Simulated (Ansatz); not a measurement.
# N, space group P4_2/mnm: an equation of state with a fit

Computed with the Ansatz DFT code, driven from Python.

At the Python prompt:
```pycon
>>> import ansatz as az
>>> from ase.eos import EquationOfState
>>> from ase.units import GPa
>>> import numpy as np
>>> OCCUPATIONS = "Fixed"
>>> CUTOFF = 500
>>> KGRID = (6, 6, 4)
>>> vectors0 = np.array([
...     [4.08406, 0.0, 0.0],
...     [0.0, 4.08406, 0.0],
...     [0.0, 0.0, 5.34591],
... ])
>>> sites = [
...     ("N", [0.90428, 0.90428, 0.0]),
...     ("N", [0.59572, 0.40428, 0.5]),
...     ("N", [0.09572, 0.09572, 0.0]),
...     ("N", [0.40428, 0.59572, 0.5]),
... ]
>>> def crystal_on(cell):
...     crystal = az.Crystal(lattice=az.Lattice.of(cell))
...     for symbol, position in sites:
...         crystal = crystal.atom(symbol, position)
...     return crystal
...
>>> # uniform scaling of the cell
>>> volumes, energies = [], []
>>> for scale in np.linspace(0.95, 1.07, 5):
...     cell = vectors0 * scale ** (1 / 3)
...     calculation = (
...         crystal_on(cell).calculation()
...         .occupations(OCCUPATIONS)  # whole-number filling, right only where there is a gap
...         .functional(az.Functional.PBESOL)
...         .basis(CUTOFF)  # a bare number is in eV
...         .kpoints(*KGRID)  # sampling of the Brillouin zone
...     )
...     report = calculation.run(threads=1, pin="off").report
...     volumes.append(abs(np.linalg.det(cell)) / len(sites))
...     energies.append(report["free_energy_ev"] / len(sites))
...     print(f"V = {volumes[-1]:8.4f} A^3/atom  F = {energies[-1]:.5f} eV/atom")
...
V =  21.1772 A^3/atom  F = -378.47288 eV/atom
V =  21.8460 A^3/atom  F = -378.48037 eV/atom
V =  22.5148 A^3/atom  F = -378.47851 eV/atom
V =  23.1835 A^3/atom  F = -378.46852 eV/atom
V =  23.8523 A^3/atom  F = -378.45148 eV/atom
>>> eos = EquationOfState(volumes, energies, eos="birchmurnaghan")
>>> v0, e0, bulk = eos.fit()
>>> print(f"V0 = {v0:.4f} A^3/atom, E0 = {e0:.5f} eV/atom, B = {bulk / GPa:.1f} GPa")
V0 = 22.0356 A^3/atom, E0 = -378.48074 eV/atom, B = 70.8 GPa
```

A third-order Birch-Murnaghan fit through the 5 points has its minimum at 22.04 Å³ an atom, 1.1 % below the typed cell, with a bulk modulus of 71 GPa and dB/dP = 3.7. From that minimum the energy rises by 7.9 meV an atom on the compressed side and 29.3 meV on the expanded side.

Notes:
- Absolute energies stand on the zero of these potentials, so only differences at equal settings mean something.
- Shape and fractional positions are held along the curve, so the bulk modulus is an upper value where they are free to relax, by a factor of two or more in layered or hydrogen-bonded cells.
- No spin polarisation was allowed.
- This isn't the structure that N takes at ambient conditions.
- Finished in 12 s on 1 thread of AMD EPYC 7R43 64-Core Processor (Zen 3), on a shared host, peak memory 0.41 GiB.
